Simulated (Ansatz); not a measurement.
In: one input, then a changed one

The cell was built from the fcc type and relaxed in the same program; it needn't be a known or the stable phase. The listed cell was then made from it by scaling, straining or moving an atom.

First run: DFT, PBE, all-electron PAW with datasets made for the crystal, scalar-relativistic (Ansatz 0.2.0).

Command: `ansatz run input.yaml --threads 1 --pin off --max-ram 2048MiB --backend cpu --events-out ev --progress --plain --runs-dir out` The run took 8.1 s on 1 thread of Arm Neoverse V1 (shared host).

```yaml
crystal:
  lattice:
    - [0.0, 2.4348932417, 2.4348932417]
    - [2.4348932417, 0.0, 2.4348932417]
    - [2.4348932417, 2.4348932417, 0.0]
  atoms:
    - { symbol: In, position: [0.0, 0.0, 0.0] }
kpoints:
  mp_grid: { grid: [15, 15, 15] }
scf:
  occupations: { method: fermi_dirac, width: 0.05 }
hamiltonian:
  xc: pbe
  pseudopotentials: { kind: all_electron, datasets: crystal }
output:
  forces: true
  stress: true
  eigenvalues: true
  efg: { contact_densities: true }
```

Result: converged; pressure -1.48 GPa; 7 SCF iterations.

Spin–orbit coupling is left out, though it moves levels of the heavy atoms by tenths of an eV or more.

The input is then changed:

```diff
@@ -7,5 +7,5 @@
     - { symbol: In, position: [0.0, 0.0, 0.0] }
 kpoints:
-  mp_grid: { grid: [15, 15, 15] }
+  mp_grid: { grid: [12, 12, 12] }
 scf:
   occupations: { method: fermi_dirac, width: 0.05 }
```

**Question.** Predict the outcome of the changed run.

**Answer.** It converged; energy at zero smearing +0.6 meV/atom from the first run; pressure -1.57 GPa; 7 SCF iterations. Some of these settings are too coarse for converged properties.

The results part of its log:

```
SCF 1 converged in 7 iterations: F = -160045.965804 eV  dr2 = 4.50e-11
  Residual-converged pass: ⟨swp⟩=1.8  Hψ=874  notcnv=0  max |occ|·‖R‖ = 3.7e-6 eV (tolerance 3.7e-6 eV)  dr2=4.52e-11  dr2_onsite=9.94e-11  max |Δocc| = 1.0e-9
  greatest PAW one-centre occupation: 0.981 electrons in one spin orbital (limit 2), on the In atom at site 0 (counted from 0), in its partial waves of l = 2
SCF converged after 7 iterations
Free energy (F): -160045.965804 eV
Harris-Foulkes:  -160045.965804 eV  (|F-HF|=2.91e-11)
Internal energy: -160045.961487 eV  (E = F + TS)
E sigma→0 (E₀):  -160045.963645 eV
Entropy (-TS):   -0.004317 eV (-4.317 meV/atom)
Past the cutoff: the bands carry plane waves up to 1.75 times it, of which those up to 1.5 times it add -0.000544 eV an atom, each by itself; the spheres take 0.000844 eV an atom off the energy for waves past 1.75 times it
By the cutoff:   a pressure is off by up to 0.010 GPa (1.2 times the spheres' own share and the shells' term, over an atom's volume, and 0.004 GPa: a bound that held against runs at twice the plane waves)
Past the cutoffs: a stress includes 0.0028 GPa for waves and charges beyond them, in addition to the slope of what the spheres take
In the spheres:  the bands' charges fall short by 5.2e-6 e at most (sound up to 1e-3)
Fermi energy:    11.886225 eV
--- Per-component energies (eV) ---
  The terms above E_closure are by the made datasets' own strengths, without shells solved beside the bands.
--- Forces (eV/Å), atoms counted from 1 ---
  atom   1  In     0.00000000     0.00000000     0.00000000
  max |Σ_I F_I| component: 3.29e-32 eV/Å
--- Stress (GPa, compression-positive) ---
       -1.569347       0.000000      -0.000000
       -0.000000      -1.569347       0.000000
       -0.000000       0.000000      -1.569347
  P = ⅓ Tr σ = -1.5693 GPa (-15.693 kbar)
--- PAW observables at the nuclei: V_zz in 10²¹ V/m², potentials from the cell's mean, atoms counted from 1 ---
  atom   1  In V_zz =    +0.000000   η = 0.0000   by run symmetry: forbidden
            electrostatic potential = -7938.730723 V   contact ρ = 1133025.726386 e/Å³
--- Band table (eV; the first three rows and the last of 72) ---
  k-point 0: bands = ["-2.6372", "-2.6372", "-2.6372", "-2.5071", "-2.5071", "3.0195", "21.6120", "21.6120", "21.6120"]
  k-point 1: bands = ["-2.6382", "-2.6282", "-2.6282", "-2.5079", "-2.5079", "3.1600", "20.0218", "21.3740", "21.3740"]
  k-point 2: bands = ["-2.6422", "-2.6103", "-2.6103", "-2.5030", "-2.5030", "3.5846", "17.3839", "20.8802", "20.8802"]
  k-point 71: bands = ["-2.6393", "-2.5900", "-2.5900", "-2.4680", "-2.3563", "10.0613", "11.9214", "11.9214", "13.3577"]
```
